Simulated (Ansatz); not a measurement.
Si:

```
Si
1.0
     0.00000    2.72185    2.72185
     2.72185    0.00000    2.72185
     2.72185    2.72185    0.00000
Si
2
Direct
  0.50000 0.50000 0.50000
  0.75000 0.75000 0.75000
```

| Quantity | Value |
| --- | --- |
| Program | Ansatz 0.2.0 |
| Task | relaxation of cell and atoms |
| Functional | revPBE |
| Potentials or basis | all-electron LAPW, scalar-relativistic |
| Basis error allowed | 0.001 eV/atom |
| k mesh | 8 × 8 × 8 |
| Occupations | fermi-dirac, width 0.05 eV |
| Spin | no spin polarisation |

At the start: volume 20.16 Å³/atom.

Q: How do energy, volume and symmetry change on relaxing?

A: Over 4 steps the energy falls by 4.2 meV/atom and the volume is 20.72 Å³/atom (+2.7 %); space group Fd-3m (No. 227, to 0.05 Å).

The path:
```csv
step,energy change (eV),largest force (eV/Å),volume (Å³)
1,0.0000,0.0000,40.33
2,-0.0080,0.0000,41.16
3,-0.0085,0.0000,41.43
4,-0.0085,0.0000,41.43
```

Final structure:
```yaml
crystal:
  lattice:
    - [0.00000, 2.74649, 2.74649]
    - [2.74649, 0.00000, 2.74649]
    - [2.74649, 2.74649, 0.00000]
  atoms:
    - { symbol: Si, position: [0.50000, 0.50000, 0.50000] }
    - { symbol: Si, position: [0.75000, 0.75000, 0.75000] }
```
